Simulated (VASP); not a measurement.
Data:

```
CELL_PARAMETERS angstrom
      6.18540     0.00000     0.00000
      0.00000     4.37374     0.00000
      0.00000     0.00000    28.33122
ATOMIC_POSITIONS crystal
  Zn 0.94384 0.00000 0.67424
  Zn 0.51879 0.50000 0.62050
  Zn 0.01447 0.00000 0.53650
  Zn 0.51447 0.50000 0.46350
  Zn 0.01879 0.00000 0.37950
  Zn 0.44384 0.50000 0.32576
  Te 0.26677 0.00000 0.61440
  Te 0.74409 0.50000 0.70044
  Te 0.26205 0.00000 0.45954
  Te 0.76205 0.50000 0.54046
  Te 0.24409 0.00000 0.29956
  Te 0.76677 0.50000 0.38560
```

Level of theory: PBE GGA, VASP's PBE PAW potentials (set 64) (plane waves; VASP). Run with PREC = Normal, 400 eV cut-off, 4×5×1 Γ-centred mesh, Gaussian smearing of 0.050 eV, potentials Zn Te.

Unless said otherwise, spin-orbit coupling is left out, though it shifts the bands of the heavy elements here.

### Question
Predict the energy per atom (σ→0), band gap (on the k-mesh) with the smallest direct gap where there is one.

### Answer

```json
{
 "band gap (on the k-mesh)": "1.51 eV",
 "smallest direct gap (on the k-mesh)": "1.51 eV",
 "energy per atom (σ→0)": "-2.523 eV/atom"
}
```

Total energies compare only between runs with the same potentials, cut-off and functional.

The cell is a thin slab with vacuum, built from ZnTe (zinc blende): (110) face.
